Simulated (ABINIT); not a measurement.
# MgS (Niningerite) (Fm-3m) in ABINIT: single point with PBEsol

Aim: the single point of MgS (Niningerite) with PBEsol.

Everything below comes from runs of ABINIT 10.8.3 (patched build). Logs are shortened: lines on timing, memory, paths and dates and some standing lists are left out, and cuts for length are marked. The log counts tension as positive stress, the text compression.

### Step 1. The undisturbed crystal

It takes space group Fm-3m (No. 225, cubic). The conventional cell has a = 5.203 Å, b = 5.203 Å, c = 5.203 Å, α = 90.00°, β = 90.00°, γ = 90.00°. S (site symmetry m-3m) has 6 Mg at 2.60 Å as nearest neighbours. Around Mg (site symmetry m-3m) lie 6 S at 2.60 Å.

### Step 2. Single point, PBEsol (atoms moved at random, drawn with an rms of 0.05 Å)

The input, run.abi:

```
# Pseudopotentials
pp_dirpath "./"
pseudos "S.upf, Mg.upf"

# Structure
acell 3*1.0
rprim
     0.0000000000     4.9164059721     4.9164059721
     4.9164059721     0.0000000000     4.9164059721
     4.9164059721     4.9164059721     0.0000000000
ntypat 2
znucl 16 12
natom 2
typat 1 2
xred
     0.4992310000     0.5036530000     0.5096220000
     0.0147500000    -0.0082040000    -0.0116660000
chkprim 0
chksymtnons 0
tolsym 1.0e-6

# Plane-wave basis
ecut 42.0

# k points
kptopt 1
ngkpt 9 9 9
nshiftk 1
shiftk 0.0 0.0 0.0

# Exchange and correlation
ixc -116133

# Bands and occupations
nband 12
occopt 3
tsmear 0.00183747

# SCF cycle
nstep 100
tolvrs 1.0e-10

# Output
iomode 3
prtwf 0
prtden 0
prteig 0
prtebands 0
enunit 1
```

Potentials or basis: PseudoDojo NC SR PBEsol v0.4.1 standard.

Command:

```sh
$ abinit run.abi > log 2>&1
```

run.abo:

```text
.Version 10.8.3 of ABINIT
 Symmetries : space group P1 (#  1); Bravais aP (primitive triclinic)
================================================================================
 Values of the parameters that define the memory need of the present run
     intxc =       0    ionmov =       0      iscf =       7    lmnmax =       6
     lnmax =       6     mgfft =      45  mpssoang =       3    mqgrid =    3001
     natom =       2  nloc_mem =       1    nspden =       1   nspinor =       1
    nsppol =       1      nsym =       1    n1xccc =    2501    ntypat =       2
    occopt =       3   xclevel =       2
       mpw =        3111          nfft =       91125          nkpt =         365
================================================================================
================================================================================

--------------------------------------------------------------------------------
------------- Echo of variables that govern the present computation ------------
--------------------------------------------------------------------------------
 -outvars: echo values of preprocessed input variables --------
            acell      1.0000000000E+00  1.0000000000E+00  1.0000000000E+00 Bohr
              amu      3.20660000E+01  2.43050000E+01
          chkprim           0
      chksymtnons           0
             ecut      4.20000000E+01 Hartree
           enunit           1
                       outvar_i_n : Printing only first  50 k-points.
              ixc     -116133
                       outvar_i_n : Printing only first  50 k-points.
         kptrlatt        9    0    0      0    9    0      0    0    9
          kptrlen      6.25756320E+01
            natom           2
            nband          12
            ngfft          45      45      45
             nkpt         365
            nstep         100
             nsym           1
           ntypat           2
                       prtocc : prtvol=0, do not print more k-points.
           occopt           3
           prtden           0
        prtebands           0
           prteig           0
            prtwf           0
            rprim      0.0000000000E+00  4.9164059721E+00  4.9164059721E+00
                       4.9164059721E+00  0.0000000000E+00  4.9164059721E+00
                       4.9164059721E+00  4.9164059721E+00  0.0000000000E+00
          spgroup           1
           tolsym      1.00000000E-06
           tolvrs      1.00000000E-10
           tsmear      1.83747000E-03 Hartree
            typat      1  2
                       outvars : Printing only first  50 k-points.
           xangst      2.6361869019E+00  2.6246824057E+00  2.6091531568E+00
                      -5.1694785465E-02  8.0234885945E-03  1.7030400888E-02
            xcart      4.9816712614E+00  4.9599309142E+00  4.9305848869E+00
                      -9.7688986666E-02  1.5162196018E-02  3.2182793493E-02
             xred      4.9923100000E-01  5.0365300000E-01  5.0962200000E-01
                       1.4750000000E-02 -8.2040000000E-03 -1.1666000000E-02
            znucl       16.00000   12.00000

================================================================================

 chkinp: Checking input parameters for consistency.

================================================================================
== DATASET  1 ==================================================================

--- !DatasetInfo
iteration_state: {dtset: 1, }
dimensions: {natom: 2, nkpt: 365, mband: 12, nsppol: 1, nspinor: 1, nspden: 1, mpw: 3111, }
cutoff_energies: {ecut:  42.0, pawecutdg:  -1.0, }
electrons: {nelect:   1.60000000E+01, charge:   0.00000000E+00, occopt:   3.00000000E+00, tsmear:   1.83747000E-03, }
meta: {optdriver: 0, ionmov: 0, optcell: 0, iscf: 7, paral_kgb: 0, }
...

 Real(R)+Recip(G) space primitive vectors, cartesian coordinates (Bohr,Bohr^-1):
 R(1)=  0.0000000  4.9164060  4.9164060  G(1)= -0.1017003  0.1017003  0.1017003
 R(2)=  4.9164060  0.0000000  4.9164060  G(2)=  0.1017003 -0.1017003  0.1017003
 R(3)=  4.9164060  4.9164060  0.0000000  G(3)=  0.1017003  0.1017003 -0.1017003
 Unit cell volume ucvol=  2.3766937E+02 bohr^3
 Angles (23,13,12)=  6.00000000E+01  6.00000000E+01  6.00000000E+01 degrees

 getcut: wavevector=  0.0000  0.0000  0.0000  ngfft=  45  45  45
         ecut(hartree)=     42.000   => boxcut(ratio)=   2.16920

--- Pseudopotential description ------------------------------------------------
- pspini: atom type   1  psp file is ./S.upf
12 -116133 2 -1 1146                          pspcod,pspxc,lmax,lloc,mmax
     nproj     2     2     2

- pspini: atom type   2  psp file is ./Mg.upf
12 -116133 1 -1 1510                          pspcod,pspxc,lmax,lloc,mmax
     nproj     2     2     0

   2.86410798E+02                                ecore*ucvol(ha*bohr**3)
--------------------------------------------------------------------------------

================================================================================

--- !BeginCycle
iteration_state: {dtset: 1, }
solver: {iscf: 7, nstep: 100, nline: 4, wfoptalg: 0, }
tolerances: {tolvrs: 1.00E-10, }
...

     iter   Etot(hartree)      deltaE(h)  residm     vres2
 ETOT  1  -70.393140895885    -7.039E+01 1.284E-01 1.696E+02
 ETOT  2  -70.429955502492    -3.681E-02 4.115E-02 1.034E+01
 ETOT  3  -70.430909415623    -9.539E-04 5.628E-03 2.226E-01
 ETOT  4  -70.430918456328    -9.041E-06 2.759E-03 3.108E-03
 ETOT  5  -70.430918557907    -1.016E-07 1.101E-03 9.395E-05
 ETOT  6  -70.430918566829    -8.922E-09 7.574E-04 4.581E-06
 ETOT  7  -70.430918567534    -7.055E-10 3.116E-04 9.499E-08
 ETOT  8  -70.430918567539    -4.775E-12 1.631E-04 3.164E-10
 ETOT  9  -70.430918567540    -1.307E-12 1.424E-04 1.956E-11

 At SCF step    9       vres2   =  1.96E-11 < tolvrs=  1.00E-10 =>converged.

 Cartesian components of stress tensor (hartree/bohr^3)
  sigma(1 1)=  1.46558763E-06  sigma(3 2)= -7.52218420E-08
  sigma(2 2)=  3.15630010E-05  sigma(3 1)= -4.19391548E-07
  sigma(3 3)=  3.21241466E-05  sigma(2 1)=  6.51592389E-07

--- !ResultsGS
iteration_state: {dtset: 1, }
comment   : Summary of ground state results
lattice_vectors:
- [  0.0000000,   4.9164060,   4.9164060, ]
- [  4.9164060,   0.0000000,   4.9164060, ]
- [  4.9164060,   4.9164060,   0.0000000, ]
lattice_lengths: [   6.95285,    6.95285,    6.95285, ]
lattice_angles: [ 60.000,  60.000,  60.000, ] # degrees, (23, 13, 12)
lattice_volume:   2.3766937E+02
convergence: {deltae: -1.307E-12, res2:  1.956E-11, residm:  1.424E-04, diffor: null, }
etotal    :  -7.04309186E+01
entropy   :   0.00000000E+00
fermie    :   2.15162763E-01
cartesian_stress_tensor: # hartree/bohr^3
- [  1.46558763E-06,   6.51592389E-07,  -4.19391548E-07, ]
- [  6.51592389E-07,   3.15630010E-05,  -7.52218420E-08, ]
- [ -4.19391548E-07,  -7.52218420E-08,   3.21241466E-05, ]
pressure_GPa:  -6.3895E-01
xred      :
- [  4.9923E-01,   5.0365E-01,   5.0962E-01,  S]
- [  1.4750E-02,  -8.2040E-03,  -1.1666E-02, Mg]
cartesian_forces: # hartree/bohr
- [ -4.89028830E-03,  -8.01296448E-04,   4.89681734E-04, ]
- [  4.89028830E-03,   8.01296448E-04,  -4.89681734E-04, ]
force_length_stats: {min:   4.97963692E-03, max:   4.97963692E-03, mean:   4.97963692E-03, }
...

 Integrated electronic density in atomic spheres:
 ------------------------------------------------
 Atom  Sphere_radius  Integrated_density
    1        2.00000          3.96734211
    2        2.00000          8.27128556
================================================================================

 ----iterations are completed or convergence reached----

 Mean square residual over all n,k,spin=   10.223E-08; max=  14.240E-05
 reduced coordinates (array xred) for    2 atoms
       0.499231000000      0.503653000000      0.509622000000
       0.014750000000     -0.008204000000     -0.011666000000
 rms dE/dt=  2.0441E-02; max dE/dt=  2.7954E-02; dE/dt below (all hartree)
    1       0.001435271124      0.021543562536      0.027953609333
    2      -0.001628777759     -0.021726774277     -0.028010673167

 cartesian coordinates (angstrom) at end:
    1      2.63618690194408     2.62468240565196     2.60915315681260
    2     -0.05169478546459     0.00802348859450     0.01703040088833

 cartesian forces (hartree/bohr) at end:
    1     -0.00489028830087    -0.00080129644806     0.00048968173388
    2      0.00489028830087     0.00080129644806    -0.00048968173388
 frms,max,avg= 2.8749947E-03 4.8902883E-03   2.378E-06  3.425E-06  1.625E-05 h/b

 cartesian forces (eV/Angstrom) at end:
    1     -0.25146873515639    -0.04120432004869     0.02518044717872
    2      0.25146873515639     0.04120432004869    -0.02518044717872
 frms,max,avg= 1.4783817E-01 2.5146874E-01   1.223E-04  1.761E-04  8.358E-04 e/A
 length scales=  1.000000000000  1.000000000000  1.000000000000 bohr
              =  0.529177210544  0.529177210544  0.529177210544 angstroms
 Fermi (or HOMO) energy (eV) =   5.85488   Average Vxc (eV)= -10.05510
 Eigenvalues (   eV  ) for nkpt= 365  k points:
 kpt#   1, nband= 12, wtk=  0.00137, kpt=  0.0000  0.0000  0.0000 (reduced coord)
 -70.13433  -37.07830  -37.07790  -37.07769   -8.41929    4.24741    4.26010    4.26105
   7.84854   12.09986   12.09997   12.11289
 prteigrs : prtvol=0 or 1, do not print more k-points.

--- !EnergyTerms
iteration_state     : {dtset: 1, }
comment             : Components of total free energy in Hartree
kinetic             :  3.78090753905733E+01
hartree             :  2.21816213396010E+01
xc                  : -1.10070289863477E+01
Ewald energy        : -3.83420585345510E+01
psp_core            :  1.20508083121856E+00
local_psp           : -6.56859049784946E+01
non_local_psp       : -1.65917036295397E+01
internal            : -7.04309185675403E+01
'-kT*entropy'       : -1.18990409382487E-14
total_energy        : -7.04309185675403E+01
total_energy_eV     : -1.91652292880057E+03
band_energy         : -1.33997417769036E+01
...

 Cartesian components of stress tensor (hartree/bohr^3)
  sigma(1 1)=  1.46558763E-06  sigma(3 2)= -7.52218420E-08
  sigma(2 2)=  3.15630010E-05  sigma(3 1)= -4.19391548E-07
  sigma(3 3)=  3.21241466E-05  sigma(2 1)=  6.51592389E-07

-Cartesian components of stress tensor (GPa)         [Pressure= -6.3895E-01 GPa]
- sigma(1 1)=  4.31190769E-02  sigma(3 2)= -2.21310300E-03
- sigma(2 2)=  9.28615548E-01  sigma(3 1)= -1.23389253E-02
- sigma(3 3)=  9.45125022E-01  sigma(2 1)=  1.91705099E-02

== END DATASET(S) ==============================================================
================================================================================

 -outvars: echo values of variables after computation  --------
            acell      1.0000000000E+00  1.0000000000E+00  1.0000000000E+00 Bohr
           etotal     -7.0430918568E+01
            fcart     -4.8902883009E-03 -8.0129644806E-04  4.8968173388E-04
                       4.8902883009E-03  8.0129644806E-04 -4.8968173388E-04
            rprim      0.0000000000E+00  4.9164059721E+00  4.9164059721E+00
                       4.9164059721E+00  0.0000000000E+00  4.9164059721E+00
                       4.9164059721E+00  4.9164059721E+00  0.0000000000E+00
           strten      1.4655876333E-06  3.1563000952E-05  3.2124146557E-05
                      -7.5221842001E-08 -4.1939154751E-07  6.5159238882E-07
           xangst      2.6361869019E+00  2.6246824057E+00  2.6091531568E+00
                      -5.1694785465E-02  8.0234885945E-03  1.7030400888E-02
             xred      4.9923100000E-01  5.0365300000E-01  5.0962200000E-01
                       1.4750000000E-02 -8.2040000000E-03 -1.1666000000E-02
 Calculation completed.
```

It took 7.1 min on 1 thread of Arm Neoverse V2, shared host; peak memory 0.29 GiB.

What came out:

* Free energy: -1916.5229 eV
* Pressure: -0.6 GPa
* Largest force: 0.256 eV/Å
* Band gap on the k mesh: 2.83 eV, indirect (least direct gap 3.59 eV)
* Valence electrons inside the program's atomic spheres: S 3.97; Mg 8.27

Forces on the atoms (eV/Å):
```
S   -0.251 -0.041  0.025
Mg   0.251  0.041 -0.025
```

Caveat: an odd mesh through Γ misses points on the zone boundary, where band edges often lie.
